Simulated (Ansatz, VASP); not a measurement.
**Cu in VASP and in Ansatz**

```
CELL_PARAMETERS angstrom
0.00000 2.17129 2.17129
2.17129 0.00000 2.17129
2.17129 2.17129 0.00000
ATOMIC_POSITIONS crystal
Cu 0.87500 0.87500 0.87500
Cu 0.12500 0.12500 0.12500
```

Change from the starting cell: volume scaled by 0.6, PAW files.

Alike in both runs: task single point; functional LDA; k mesh 15 × 15 × 15; occupations fermi-dirac, width 0.08 eV; no spin polarisation.

```csv
,VASP,Ansatz
version,VASP 6.6.1,Ansatz 0.2.0
potentials or method,"VASP PAW LDA potentials, release 64 (Cu)","PAW with Ansatz's default frozen-core files, scalar-relativistic"
plane-wave cutoff (eV),520,420
valence electrons in the cell,22,38
```

|  | VASP | Ansatz | Ansatz less VASP |
| --- | --- | --- | --- |
| pressure (GPa) | 139.6 | 137.3 | -2.31 |

The two sets of potentials don't hold the same shells in valence.

Caveats: the cell as given lies far from equilibrium; so large a pressure means that the cell lies far from this level's equilibrium, or that cutoff or potentials fall short (VASP).
